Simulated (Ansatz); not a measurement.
Runs of Ansatz 0.2.0 on TiSi2. It takes space group Immm (No. 71, orthorhombic). Conventional cell: a = 2.946 Å, b = 3.424 Å, c = 8.424 Å, α = 90.00°, β = 90.00°, γ = 90.00°. Around Ti (site symmetry mmm) lie 10 Si at 2.67 to 2.78 Å and 2 Ti at 2.95 Å. Around Si (site symmetry mm2) lie 7 Si at 2.63 to 2.95 Å and 5 Ti at 2.67 to 2.78 Å. The cell comes from a database or a generator and needn't be the stable form of this composition.

| task | level | cell | cutoff (eV) | points for each segment of the path | gap on the mesh (eV) | pressure (GPa) | V0 of scaled cells (Å³/atom) | B0 (GPa) | largest force (eV/Å) |
| --- | --- | --- | --- | --- | --- | --- | --- | --- | --- |
| single point | PBEsol | as given | 420 | - | none | -3.6 | - | - | 0.07 |
| band structure | LDA | as given | 420 | 14 | none | (a) | - | - | 0.12 |
| band structure | PBEsol | as given | 420 | 14 | none | -3.6 | - | - | 0.07 |
| single point | PBEsol | atoms moved at random, drawn with an rms of 0.05 Å | 420 | - | none | -3.4 | - | - | 0.52 |
| equation of state | LDA | as given | 420 | - | - | - | (b) | (c) | - |
| band structure | r2SCAN | as given | 500 | 14 | none | -2.4 | - | - | 0.04 |
| equation of state | PBEsol | as given | 420 | - | - | - | 13.80 | 149 | - |

Alike in all rows: potentials or basis Ansatz PAW; no spin polarisation; k mesh 12 × 12 × 12; smearing fermi-dirac 0.05 eV.

Task: Fill in the values left out.

Result: (a) -6.6; (b) 13.51; (c) 155.

Caveats: the PAW data sets come from PBE, with cores solved anew for the run's functional, which leaves a small shift of forces and pressure (some runs); the cell was scaled at fixed shape and fractional positions, which overstates the stiffness of a crystal with free parameters, most of all of layers and chains (some runs).

A gap of «none» marks a metal or a gap under the smearing width.
